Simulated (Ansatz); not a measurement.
# TiO2 (Imma) in Ansatz: reference runs

How does TiO2 come out in PBE? The cell is run as given and disturbed.

Program: Ansatz 0.2.0. These are calculated values, not measurements. Logs are shortened: lines on timing, memory, paths and dates and some standing lists are left out, and cuts for length are marked.

## (1) Starting point

Symmetry: Imma, No. 74, orthorhombic system. The conventional cell has a = 5.946 Å, b = 6.575 Å, c = 6.575 Å, α = 90.00°, β = 90.00°, γ = 90.00°. Ti (site symmetry 2/m) is surrounded by 6 O at 1.96 to 2.00 Å. Around Ti (site symmetry mm2) lie 6 O at 1.94 to 2.00 Å. O (site symmetry m) is surrounded by 3 Ti at 1.94 to 2.00 Å. O (site symmetry m) has 3 Ti at 1.96 to 2.00 Å as nearest neighbours.

The cell is a database's computed one.

## (2) Single point, PBE

input.yaml

```yaml
crystal:
  lattice:
    - [-2.97316, 3.287369, 3.287402]
    - [2.97316, -3.287369, 3.287402]
    - [2.97316, 3.287369, -3.287402]
  atoms:
    - { symbol: Ti, position: [0.0, 0.5, 0.0] }
    - { symbol: Ti, position: [0.0, 0.0, 0.5] }
    - { symbol: Ti, position: [0.495245, 0.245245, 0.25] }
    - { symbol: Ti, position: [0.504755, 0.754755, 0.75] }
    - { symbol: O, position: [0.695081, 0.69523, 0.500149] }
    - { symbol: O, position: [0.695081, 0.194932, 0.999851] }
    - { symbol: O, position: [0.804516, 0.749617, 0.054899] }
    - { symbol: O, position: [0.194718, 0.749617, 0.445101] }
    - { symbol: O, position: [0.805282, 0.250383, 0.554899] }
    - { symbol: O, position: [0.304919, 0.805068, 0.000149] }
    - { symbol: O, position: [0.195484, 0.250383, 0.945101] }
    - { symbol: O, position: [0.304919, 0.30477, 0.499851] }
hamiltonian:
  xc: pbe
  pseudopotentials: { kind: paw }
kpoints:
  mp_grid: { grid: [6, 6, 6] }
scf:
  occupations: { method: fermi_dirac, width: 0.05 }
output:
  forces: true
  stress: true
  eigenvalues: true
  write_density: true
  write_potential: true
  elf: true
  volumetric_format: npy
```

Potentials or basis: Ansatz PAW.

Started as:

```
$ ansatz run input.yaml --threads 4 --pin off --max-ram 11264MiB --backend cpu --events-out ev --progress --plain --runs-dir out
```

The program printed:

```text
Warning: RAYON_NUM_THREADS=4 ignored (pool sized by the plan → 4); use --threads N
Engine: ansatz 0.2.0, aarch64-unknown-linux-gnu
Pseudopotentials: kind: paw
Pseudopotential: Ti, paw, valence charge 12, recommended cutoff 420 eV (normal), Ti.paw.azcp
Pseudopotential: O, paw, valence charge 6, recommended cutoff 420 eV (normal), O.paw.azcp
Functional definition: PBE
  parameter kappa = 0.804
  parameter beta = 0.06672455060314922
  exchange = pbe_x(kappa = kappa, mu = beta*pi^2/3)
  correlation = pbe_c(beta = beta)
Crystal: 12 atoms, lattice volume = 128.523 Å³
Basis set: ecut = 420 eV, 2497 PW (Γ), exchange–correlation on 80×80×80 points (8 copies of the dense FFT grid, shifted against one another)
Bands: 60, of which v1, the nominal top of the filled ones, is band 48 counted from 1 (47 counted from 0)
Symmetry: 8 space group operations
Space group: Imma (ITA 74), of the structure as read, at distance tolerance 5.0e-5 Å
k-points: 46 of 216
Non-local potential: Ti, projectors of the file, l = 0: 3, l = 1: 2, l = 2: 3, l = 3: 1
Non-local potential: O, projectors of the file, l = 0: 2, l = 1: 2, l = 2: 1
PAW form: soft (Blöchl's): semilocal exchange-correlation on the pseudo side does not see the compensation charge
PAW one-centre angular grid: Ti, 590 points (default); XC on 64 Gauss nodes
PAW one-centre angular grid: O, 110 points (default); XC on 64 Gauss nodes
Initial density: superposition of atomic densities (neutral atoms: chi_scale 0, normalization atom), corrected by the library's trained network
Initial wavefunctions: pseudopotential atomic-orbital guess
Functional: x = pbe(κ = 0.804, μ = 0.2195149727645171), c = pbe(β = 0.06672455060314922)
SCF iter   1: F=—  HF=-14554.604100 eV  |F-HF|=—  |Δ(HF+E_count)|=         —  Δρ=2.26e-3  dr2=4.26e-3  ethr=1.77e-3  ⟨swp⟩=5.0  Hψ=10417  notcnv=0
preconditioner: auto → Resta (q_TF=auto, 2.599 Å⁻¹)  ε∞=9.0  [insulator: Δε(μ)=1.815 eV  Ē_g=9.250 eV  σ=0.050 eV  W_gap=1.00  n_scr=42 (ndim 8)  ℏωp=26.2 eV  f_vac=0.025  D(μ)=0.00/eV (n_scr^D=0)  ε∞_Penn≈9.0]
SCF iter   2: F=—  HF=-14554.605447 eV  |F-HF|=—  |Δ(HF+E_count)|=   1.35e-3  Δρ=1.41e-3  dr2=1.43e-3  ethr=4.44e-6  ⟨swp⟩=2.0  Hψ=4269  notcnv=0
SCF iter   3: F=—  HF=-14554.605821 eV  |F-HF|=—  |Δ(HF+E_count)|=   3.74e-4  Δρ=6.83e-4  dr2=2.91e-4  ethr=1.49e-6  ⟨swp⟩=2.0  Hψ=3629  notcnv=0
SCF iter   4: F=—  HF=-14554.606183 eV  |F-HF|=—  |Δ(HF+E_count)|=   3.61e-4  Δρ=2.37e-4  dr2=4.72e-5  ethr=3.03e-7  ⟨swp⟩=2.5  Hψ=4537  notcnv=0
SCF iter   5: F=—  HF=-14554.606244 eV  |F-HF|=—  |Δ(HF+E_count)|=   6.13e-5  Δρ=5.32e-5  dr2=3.62e-6  ethr=4.92e-8  ⟨swp⟩=2.0  Hψ=3762  notcnv=0
SCF iter   6: F=—  HF=-14554.606245 eV  |F-HF|=—  |Δ(HF+E_count)|=   1.50e-6  Δρ=2.32e-5  dr2=8.27e-7  ethr=3.77e-9  ⟨swp⟩=2.0  Hψ=4063  notcnv=0
SCF iter   7: F=—  HF=-14554.606245 eV  |F-HF|=—  |Δ(HF+E_count)|=   1.71e-8  Δρ=9.76e-6  dr2=1.26e-7  ethr=8.62e-10  ⟨swp⟩=2.0  Hψ=3760  notcnv=0
SCF iter   8: F=-14554.606245 eV  HF=-14554.606245 eV  |F-HF|=9.01e-9  |Δ(HF+E_count)|=   4.65e-8  Δρ=2.94e-6  dr2=1.27e-8  ethr=1.04e-10  ⟨swp⟩=11.6  Hψ=15534  notcnv=0
SCF 1 converged in 8 iterations: F = -14554.606245 eV  dr2 = 1.27e-8
SCF converged after 8 iterations
Free energy (F): -14554.606245 eV
Harris-Foulkes:  -14554.606245 eV  (|F-HF|=9.01e-9)
Internal energy: -14554.606245 eV  (E = F + TS)
E sigma→0 (E₀):  -14554.606245 eV
Fermi energy:    9.584270 eV
--- Per-component energies (eV) ---
  E_band       = -821.018480
  E_kinetic    = 2486.243418
  E_local      = -6274.768709  (includes V_loc(G=0)·N_el)
  E_nonlocal   = 392.442971
  E_hartree    = 2385.189789
  E_xc         = -983.758385
  E_vxc        = -1245.738509  (∫ρ·V_xc dr)
  E_paw        = -5442.623654  (= ΣΔE_a)
  E_vpaw       = -949.593508  (= ΣTr[D̂ρ^β])
  E_aug_tail   = 0.020438  (compensation charges beyond the density's cutoff)
  E_ewald      = -7117.352114
  E_smearing   = -0.000000  (= −TS)
  E_closure    = 0.000000  (closes the sum)
  Σ components = -14554.606245   (vs F -14554.606245, Δ=0.00e0)
--- Forces (eV/Å), atoms counted from 1 ---
  atom   1  Ti    -0.00000000     0.00000000     0.00000000
  atom   2  Ti     0.00000000     0.00000000    -0.00000000
  atom   3  Ti    -0.00000000     0.00000000     0.01494112
  atom   4  Ti     0.00000000     0.00000000    -0.01494112
  atom   5  O      0.02279196     0.00000000    -0.04642105
  atom   6  O     -0.02279196    -0.00000000    -0.04642105
  atom   7  O     -0.00000000     0.05724230     0.01835339
  atom   8  O      0.00000000    -0.05724230     0.01835339
  atom   9  O     -0.00000000     0.05724230    -0.01835339
  atom  10  O      0.02279196     0.00000000     0.04642105
  atom  11  O      0.00000000    -0.05724230    -0.01835339
  atom  12  O     -0.02279196    -0.00000000     0.04642105
  max |Σ_I F_I| component: 1.39e-17 eV/Å
--- Stress (GPa, compression-positive) ---
       -1.895331       0.000000       0.000000
        0.000000      -1.132927      -0.000000
        0.000000      -0.000000      -1.041431
  P = ⅓ Tr σ = -1.3566 GPa (-13.566 kbar)
--- Band table (eV; the first three rows and the last of 46) ---
  k-point 0: bands = ["-48.2393", "-48.2231", "-48.1971", "-48.1900", "-24.7508", "-24.7448", "-24.5312", "-24.5298", "-24.4041", "-24.3965", "-24.3898", "-24.3844", "-24.3844", "-24.3814", "-24.3444", "-24.3142", "-9.3659", "-8.2418", "-8.1284", "-8.1283", "-7.8627", "-7.8616", "-7.5718", "-7.5700", "3.0696", "3.5102", "3.9826", "4.1480", "4.1488", "4.2360", "4.2388", "4.9999", "5.0000", "5.2643", "5.2657", "5.9921", "5.9948", "6.1917", "6.1944", "6.7944", "7.4774", "7.4839", "8.0167", "8.0230", "8.0233", "8.2539", "8.2555", "8.6914", "10.5290", "10.8089", "11.0685", "11.1215", "11.1441", "11.2309", "11.2537", "11.8232", "11.8316", "11.8472", "11.8625", "12.8879"]
  k-point 1: bands = ["-48.2361", "-48.2212", "-48.1997", "-48.1925", "-24.7258", "-24.7180", "-24.5233", "-24.5158", "-24.4203", "-24.4138", "-24.3905", "-24.3825", "-24.3785", "-24.3770", "-24.3706", "-24.3441", "-9.2517", "-8.2044", "-8.1786", "-8.0934", "-7.9303", "-7.8406", "-7.6527", "-7.6117", "3.2415", "3.6499", "3.9948", "4.1316", "4.1612", "4.2914", "4.4121", "4.9161", "4.9223", "5.1997", "5.3793", "6.1172", "6.1451", "6.2069", "6.3573", "6.6088", "7.2952", "7.3868", "7.5696", "7.8574", "7.9619", "7.9838", "8.0508", "8.6088", "10.7394", "10.9913", "11.0582", "11.0796", "11.2840", "11.2890", "11.3883", "11.7512", "11.7863", "11.8264", "12.0439", "13.0053"]
  k-point 2: bands = ["-48.2277", "-48.2159", "-48.2067", "-48.1993", "-24.6561", "-24.6441", "-24.5050", "-24.4822", "-24.4511", "-24.4472", "-24.4311", "-24.4271", "-24.3927", "-24.3831", "-24.3780", "-24.3720", "-8.9492", "-8.2750", "-8.1086", "-8.0806", "-7.9963", "-7.8606", "-7.8410", "-7.7186", "3.5744", "4.1071", "4.1548", "4.2051", "4.2055", "4.3536", "4.5474", "4.7967", "5.0137", "5.1411", "5.6100", "5.8189", "6.3264", "6.4025", "6.4201", "6.6141", "6.6764", "6.8092", "7.1921", "7.5241", "7.6356", "7.6781", "7.9687", "8.3306", "10.9283", "10.9851", "11.0276", "11.4026", "11.5371", "11.6166", "11.6621", "11.6907", "11.7010", "11.8545", "12.2576", "12.7065"]
  k-point 45: bands = ["-48.2347", "-48.2275", "-48.1972", "-48.1900", "-24.7514", "-24.7454", "-24.5416", "-24.5405", "-24.4022", "-24.3947", "-24.3886", "-24.3831", "-24.3776", "-24.3749", "-24.3320", "-24.3264", "-8.7303", "-8.7287", "-8.0444", "-8.0443", "-7.9676", "-7.9665", "-7.6905", "-7.6887", "3.3048", "3.3070", "4.3399", "4.3444", "4.9358", "4.9359", "5.1171", "5.1176", "5.1524", "5.1526", "5.9320", "5.9335", "5.9610", "5.9666", "6.4663", "6.4711", "6.5922", "6.5976", "7.2938", "7.2951", "7.4367", "7.4391", "7.6429", "7.6469", "10.5577", "10.5658", "11.1630", "11.1650", "11.5723", "11.5736", "11.8066", "11.8213", "12.2491", "12.2582", "12.4187", "12.4229"]
```

rho_z.tsv:

```text
# z_ang	rho[e/angstrom^3]
# format = ansatz-planar-average/11
# lattice	-2.973160000	3.287369000	3.287402000
# lattice	2.973160000	-3.287369000	3.287402000
# lattice	2.973160000	3.287369000	-3.287402000
# sites	12
# site	22	1.486580000	-1.643684500	1.643701000
# site	22	1.486580000	1.643684500	-1.643701000
# site	22	0.000000000	1.643684500	1.612437807
# site	22	2.973160000	1.643684500	1.674964193
# site	8	1.487466002	1.643684500	2.926320339
# site	8	1.485693998	4.931053500	-0.361081661
# site	8	-0.000000000	0.360946541	4.928584850
# site	8	2.973160000	-0.360946541	1.641182850
# site	8	0.000000000	3.648315541	1.646219150
# site	8	1.487466002	-1.643684500	3.648483661
# site	8	2.973160000	2.926422459	-1.641182850
# site	8	1.485693998	1.643684500	0.361081661
0.000000	1.255741e0
0.137962	1.213448e0
0.275923	1.095472e0
0.413885	9.290939e-1
0.551847	7.556154e-1
0.689808	6.149265e-1
[... 32 lines left out ...]
5.242544	1.095472e0
5.380506	1.213448e0
```

Run time: 9.2 s. Hardware: 4 threads of Arm Neoverse V1, shared host; peak memory 0.66 GiB.

What came out:

| Item | Value |
| --- | --- |
| Free energy | -14554.6062 eV |
| Pressure | -1.4 GPa |
| Largest force | 0.060 eV/Å |
| Band gap on the k mesh | 1.84 eV |

Forces in eV/Å, atoms in the order of the input:
```
Ti   0.000  0.000  0.000
Ti   0.000  0.000  0.000
Ti   0.000  0.000  0.015
Ti   0.000  0.000 -0.015
O    0.023  0.000 -0.046
O   -0.023  0.000 -0.046
O    0.000  0.057  0.018
O    0.000 -0.057  0.018
O    0.000  0.057 -0.018
O    0.023  0.000  0.046
O    0.000 -0.057 -0.018
O   -0.023  0.000  0.046
```

Stress tensor (GPa, compression positive):
```
-1.90  0.00  0.00
 0.00 -1.13  0.00
 0.00  0.00 -1.04
```

Levels at points of the mesh, in eV from the valence-band top:
| k point | band 44 | band 45 | band 46 | band 47 | band 48 | band 49 | band 50 | band 51 | band 52 | band 53 |
| --- | --- | --- | --- | --- | --- | --- | --- | --- | --- | --- |
| (0.00, 0.00, 0.00) | -0.67 | -0.67 | -0.44 | -0.44 | 0.00 | 1.84 | 2.12 | 2.38 | 2.43 | 2.45 |
| (0.00, 0.00, -0.50) | -1.56 | -1.19 | -1.19 | -0.62 | -0.62 | 2.23 | 2.23 | 2.60 | 2.60 | 2.89 |
| (0.00, -0.50, 0.00) | -1.55 | -1.19 | -1.19 | -0.63 | -0.60 | 2.23 | 2.24 | 2.57 | 2.60 | 2.88 |
| (0.00, -0.50, -0.50) | -1.56 | -0.98 | -0.98 | -0.71 | -0.71 | 1.88 | 1.88 | 2.47 | 2.48 | 2.93 |
| (-0.50, -0.50, -0.50) | -1.40 | -1.25 | -1.25 | -1.05 | -1.04 | 1.87 | 1.87 | 2.47 | 2.47 | 2.88 |

Caveat: the pressure holds a Pulay correction of +0.7 GPa for the finite cutoff.

## (3) Single point, PBE (atoms moved at random, drawn with an rms of 0.05 Å)

input.yaml

```yaml
crystal:
  lattice:
    - [-2.97316, 3.287369, 3.287402]
    - [2.97316, -3.287369, 3.287402]
    - [2.97316, 3.287369, -3.287402]
  atoms:
    - { symbol: Ti, position: [-0.006252, 0.500898, -3.2e-05] }
    - { symbol: Ti, position: [-0.000404, -0.00836, 0.492162] }
    - { symbol: Ti, position: [0.494329, 0.247362, 0.251775] }
    - { symbol: Ti, position: [0.506133, 0.761944, 0.74935] }
    - { symbol: O, position: [0.70072, 0.697933, 0.503482] }
    - { symbol: O, position: [0.702503, 0.19214, 1.014396] }
    - { symbol: O, position: [0.801197, 0.74894, 0.049785] }
    - { symbol: O, position: [0.190814, 0.749205, 0.441685] }
    - { symbol: O, position: [0.800958, 0.241687, 0.552723] }
    - { symbol: O, position: [0.30019, 0.805494, 0.014926] }
    - { symbol: O, position: [0.196619, 0.254993, 0.953788] }
    - { symbol: O, position: [0.303964, 0.309625, 0.500091] }
hamiltonian:
  xc: pbe
  pseudopotentials: { kind: paw }
kpoints:
  mp_grid: { grid: [6, 6, 6] }
scf:
  occupations: { method: fermi_dirac, width: 0.05 }
output:
  forces: true
  stress: true
  eigenvalues: true
  write_density: true
  write_potential: true
  elf: true
  volumetric_format: npy
```

Potentials or basis: Ansatz PAW.

Started as:

```
$ ansatz run input.yaml --threads 4 --pin off --max-ram 11264MiB --backend cpu --events-out ev --progress --plain --runs-dir out
```

It took 34 s on 4 threads of Arm Neoverse V1, shared host; peak memory 0.88 GiB.

The run converged. Its results:

* Free energy: -14554.4562 eV
* Pressure: -1.2 GPa
* Largest force: 1.391 eV/Å
* Band gap on the k mesh: 1.78 eV

Forces in eV/Å, atoms in the order of the input:
```
Ti  -1.310  0.004  0.468
Ti   1.271 -0.166  0.231
Ti   0.014 -0.106 -0.449
Ti  -0.231  0.168 -0.397
O    0.292 -0.051 -0.312
O   -0.093 -0.503  0.055
O    0.178  0.267 -0.229
O    0.251  0.502 -0.020
O    0.346  0.210  0.018
O   -0.460 -0.297  0.718
O   -0.402 -0.182  0.076
O    0.145  0.154 -0.159
```

Stress tensor (GPa, compression positive):
```
-1.28 -0.44  0.27
-0.44 -1.19 -0.25
 0.27 -0.25 -1.04
```

Levels at points of the mesh, in eV from the valence-band top:
```
              k point  band 46  band 47  band 48  band 49  band 50  band 51
   (0.00, 0.00, 0.00)    -0.50    -0.45     0.00     1.78     2.03     2.24
  (0.00, 0.00, -0.50)    -1.20    -0.70    -0.57     2.08     2.27     2.47
  (0.00, -0.50, 0.00)    -1.10    -0.72    -0.58     2.07     2.24     2.38
 (0.00, -0.50, -0.50)    -1.03    -0.76    -0.66     1.82     1.85     2.37
  (-0.50, 0.00, 0.00)    -1.01    -0.76    -0.63     1.81     1.84     2.37
 (-0.50, 0.00, -0.50)    -1.03    -0.83    -0.48     2.16     2.18     2.38
 (-0.50, -0.50, 0.00)    -1.17    -0.67    -0.58     2.08     2.24     2.47
(-0.50, -0.50, -0.50)    -1.27    -1.10    -1.07     1.80     1.81     2.40
```

Caveat: the pressure holds a Pulay correction of +0.7 GPa for the finite cutoff. A k mesh can miss the band edges.
